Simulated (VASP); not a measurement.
Input of a VASP 6.6.1 run:

File INCAR:

```
  PREC = Accurate
  ENCUT = 520
  EDIFF = 1E-6
  ISMEAR = -1
  SIGMA = 0.05
  LREAL = False
  LASPH = True
  NELM = 60
  ALGO = Normal
  ISIF = 2
  LWAVE = False
  LCHARG = False
  LMAXMIX = 4
  METAGGA = TPSS
  LMIXTAU = True
```

File KPOINTS:

```
regular mesh
0
Gamma
  12 12 12
```

File POSCAR:

```
Pt
1.0
   -1.5842200000      1.5842200000      1.5842200000
    1.5842200000     -1.5842200000      1.5842200000
    1.5842200000      1.5842200000     -1.5842200000
Pt
1
Direct
    0.0000000000      0.0000000000      0.0000000000
```

KPOINTS_OPT

```
path GHNGPH,PN
20
line-mode
reciprocal
 0.0000000000  0.0000000000  0.0000000000  G
 0.5000000000 -0.5000000000  0.5000000000  H

 0.5000000000 -0.5000000000  0.5000000000  H
 0.0000000000  0.0000000000  0.5000000000  N

 0.0000000000  0.0000000000  0.5000000000  N
 0.0000000000  0.0000000000  0.0000000000  G

 0.0000000000  0.0000000000  0.0000000000  G
 0.2500000000  0.2500000000  0.2500000000  P

 0.2500000000  0.2500000000  0.2500000000  P
 0.5000000000 -0.5000000000  0.5000000000  H

 0.2500000000  0.2500000000  0.2500000000  P
 0.0000000000  0.0000000000  0.5000000000  N
```

Potentials or basis: VASP PAW PBE potentials, release 64 (Pt).

Run with:

```console
$ cat potpaw_PBE.64/Pt/POTCAR > POTCAR
$ mpirun -np 1 vasp_std > vasp.out
```

Problem. Predict the pressure.

Solution. -6.4 GPa.

Problem. Predict the band gap along the path.

Solution. None (metal or under the smearing width).

Levels at the corners of the path, in eV from the Fermi level:
```
point  band 1  band 2  band 3  band 4  band 5  band 6  band 7  band 8  band 9
    Γ   -9.34   -3.37   -3.37   -3.37   -0.98   -0.98   17.14   17.14   17.14
    H   -6.04   -6.04    0.60    0.60    0.60    7.82    7.82    7.82   12.94
    H   -6.04   -6.04    0.60    0.60    0.60    7.82    7.82    7.82   12.94
    N   -6.46   -4.79   -1.13   -0.66    0.36    1.12    6.41   13.29   16.07
    N   -6.46   -4.79   -1.13   -0.66    0.36    1.12    6.41   13.29   16.07
    Γ   -9.34   -3.37   -3.37   -3.37   -0.98   -0.98   17.14   17.14   17.14
    Γ   -9.34   -3.37   -3.37   -3.37   -0.98   -0.98   17.14   17.14   17.14
    P   -4.17   -4.17   -4.17   -0.59   -0.59    4.99    9.43    9.43    9.43
    P   -4.17   -4.17   -4.17   -0.59   -0.59    4.99    9.43    9.43    9.43
    H   -6.04   -6.04    0.60    0.60    0.60    7.82    7.82    7.82   12.94
    P   -4.17   -4.17   -4.17   -0.59   -0.59    4.99    9.43    9.43    9.43
    N   -6.46   -4.79   -1.13   -0.66    0.36    1.12    6.41   13.29   16.07
```

Caveat: the PAW data sets were made with another functional, which shifts forces and pressure a little; spin-orbit coupling is left out, which moves the levels of the heavy elements.
